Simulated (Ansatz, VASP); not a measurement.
# Two plane-wave programs on WS2 (Tungstenite)

File INCAR:

```
SYSTEM = WS2
  PREC = Accurate
  ENCUT = 520
  EDIFF = 1E-6
  ISMEAR = -1
  SIGMA = 0.05
  LREAL = .FALSE.
  LASPH = .TRUE.
  NELM = 100
  ALGO = Normal
  ISIF = 2
  LWAVE = .FALSE.
  LCHARG = .TRUE.
  GGA = CA
  LELF = .TRUE.
  LVHAR = .TRUE.
  NBANDS = 35
```

Contents of KPOINTS:

```
regular mesh
0
G
  10 10 3
  0 0 0
```

File POSCAR:

```
WS2
1.0
    3.2423687753      0.0000000000      0.0000000000
   -1.6211843877      2.8079737278      0.0000000000
    0.0000000000      0.0000000000     12.7451602803
W S
2 4
Direct
    0.6666666667      0.3333333333      0.7500000000
    0.3333333333      0.6666666667      0.2500000000
    0.6666666667      0.3333333333      0.3750000000
    0.3333333333      0.6666666667      0.8750000000
    0.6666666667      0.3333333333      0.1250000000
    0.3333333333      0.6666666667      0.6250000000
```

input.yaml

```yaml
crystal:
  lattice:
    - [3.2423687753, 0.0, 0.0]
    - [-1.6211843877, 2.8079737278, 0.0]
    - [0.0, 0.0, 12.7451602803]
  atoms:
    - { symbol: W, position: [0.6666666667, 0.3333333333, 0.75] }
    - { symbol: W, position: [0.3333333333, 0.6666666667, 0.25] }
    - { symbol: S, position: [0.6666666667, 0.3333333333, 0.375] }
    - { symbol: S, position: [0.3333333333, 0.6666666667, 0.875] }
    - { symbol: S, position: [0.6666666667, 0.3333333333, 0.125] }
    - { symbol: S, position: [0.3333333333, 0.6666666667, 0.625] }
hamiltonian:
  xc: lda
  pseudopotentials: { kind: paw, xc_functional: lda, accuracy: standard }
kpoints:
  mp_grid: { grid: [10, 10, 3] }
scf:
  occupations: { method: fermi_dirac, width: 0.05 }
output:
  forces: true
  stress: true
  eigenvalues: true
```

Alike in both runs: task single point; functional LDA; k mesh 10 × 10 × 3; occupations fermi-dirac, width 0.05 eV; no spin polarisation.

|  | VASP | Ansatz |
| --- | --- | --- |
| version | VASP 6.6.1 | Ansatz 0.2.0 |
| potentials or method | VASP PAW LDA potentials, release 64 (W_sv, S) | JTH PAW LDA |
| plane-wave cutoff (eV) | 520 | 1290 |
| valence electrons in the cell | 52 | 52 |

|  | VASP | Ansatz | Ansatz less VASP |
| --- | --- | --- | --- |
| gap on the k mesh at the Fermi level (eV) | 1.09 | 1.09 | 0.000 |
| least direct gap on the mesh (eV) | 1.92 | 1.91 | -0.005 |
| pressure (GPa) | -13.0 | -13.2 | -0.26 |
| largest component of the traceless stress (GPa) | 0.66 | 0.61 | -0.052 |
| rms of the force components (eV/Å) | 0.580 | 0.602 | +0.0214 |

Atom by atom the forces differ by 0.021 eV/Å (rms over components).

Caveats: spin-orbit coupling is left out, which moves the levels of the heavy elements; forces of over 1 eV/Å show positions far from the minimum, so gaps and moduli don't describe the material at rest; an odd mesh through Γ misses points on the zone boundary, where band edges often lie (VASP); odd divisions of the mesh miss points on the zone boundary, where band edges often lie, so the gap on the mesh can be too wide (Ansatz). LDA gaps usually lie below the measured ones, often by a third to a half.
